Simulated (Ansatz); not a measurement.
# PbO: the cost of one run

Program: Ansatz 0.2.0. PAW datasets, plane waves. (Simulation; spin polarisation is off.)

## 1. The system as given

The cell was relaxed beforehand with r2SCAN+rVV10.

The symmetry is Pbcm (No. 57, orthorhombic); conventional cell a = 5.930 Å, b = 5.507 Å, c = 4.707 Å, 19.21 Å³ an atom. Pb has 4 O at 2.23–2.46 Å; O has 4 Pb at 2.23–2.46 Å.

The structure in full:

```cif
data_structure
_symmetry_space_group_name_H-M 'P 1'
_symmetry_Int_Tables_number 1
_cell_length_a 5.5069
_cell_length_b 5.9305
_cell_length_c 4.7066
_cell_angle_alpha 90.000
_cell_angle_beta 90.000
_cell_angle_gamma 90.000
_cell_volume 153.71
loop_
_atom_site_label
_atom_site_type_symbol
_atom_site_fract_x
_atom_site_fract_y
_atom_site_fract_z
_atom_site_occupancy
Pb1 Pb 0.48911 0.27022 0.80977 1
Pb2 Pb 0.98911 0.72978 0.80977 1
Pb3 Pb 0.51089 0.72978 0.30977 1
Pb4 Pb 0.01089 0.27022 0.30977 1
O1 O 0.09282 0.36703 0.80977 1
O2 O 0.59282 0.63297 0.80977 1
O3 O 0.40718 0.36703 0.30977 1
O4 O 0.90718 0.63297 0.30977 1
```

## 2. PBE bands along the symmetry lines

input.yaml reads:

```yaml
crystal:
  lattice:
    - [5.5069411862, 0.0, 0.0]
    - [0.0, 5.9304934304, 0.0]
    - [0.0, 0.0, 4.7066352782]
  atoms:
    - { symbol: Pb, position: [0.4891065247, 0.2702165387, 0.809767] }
    - { symbol: Pb, position: [0.9891065247, 0.7297834613, 0.809767] }
    - { symbol: Pb, position: [0.5108934753, 0.7297834613, 0.309767] }
    - { symbol: Pb, position: [0.0108934753, 0.2702165387, 0.309767] }
    - { symbol: O, position: [0.0928249321, 0.3670291227, 0.809767] }
    - { symbol: O, position: [0.5928249321, 0.6329708773, 0.809767] }
    - { symbol: O, position: [0.4071750679, 0.3670291227, 0.309767] }
    - { symbol: O, position: [0.9071750679, 0.6329708773, 0.309767] }
kpoints:
  mp_grid: { grid: [6, 4, 6] }
  band_path:
    path:
      - [[0.0, 0.0, 0.0], [2.036431172869e-33, -0.5, 4.596296874831e-19], [0.5, -0.5, 4.596296874831e-19], [0.5, -7.34559462625e-50, 4.949345397061e-34], [0.0, 0.0, 0.0], [4.857493153889e-51, -2.455441655384e-35, 0.5], [2.036431172869e-33, -0.5, 0.5], [0.5, -0.5, 0.5], [0.5, 3.674983758575e-35, 0.5], [4.857493153889e-51, -2.455441655384e-35, 0.5]]
      - [[2.036431172869e-33, -0.5, 4.596296874831e-19], [2.036431172869e-33, -0.5, 0.5]]
      - [[0.5, -7.34559462625e-50, 4.949345397061e-34], [0.5, 3.674983758575e-35, 0.5]]
      - [[0.5, -0.5, 4.596296874831e-19], [0.5, -0.5, 0.5]]
    npoints: 10
hamiltonian:
  xc: pbe
scf:
  occupations: { method: fermi_dirac, width: 0.02 }
  n_extra_bands: 6
output:
  forces: true
  stress: true
  eigenvalues: true
```

Launch:

```
> ansatz run input.yaml --threads 4 --pin off --max-ram 6451MiB --backend cpu --events-out ev --progress --plain --runs-dir out
```

Q: Estimate wall time and peak memory on 4 threads of Intel Xeon Platinum 8259CL at 2.50GHz (Skylake/Cascade Lake), shared host.

About 11 s, with a peak of 0.77 GiB.
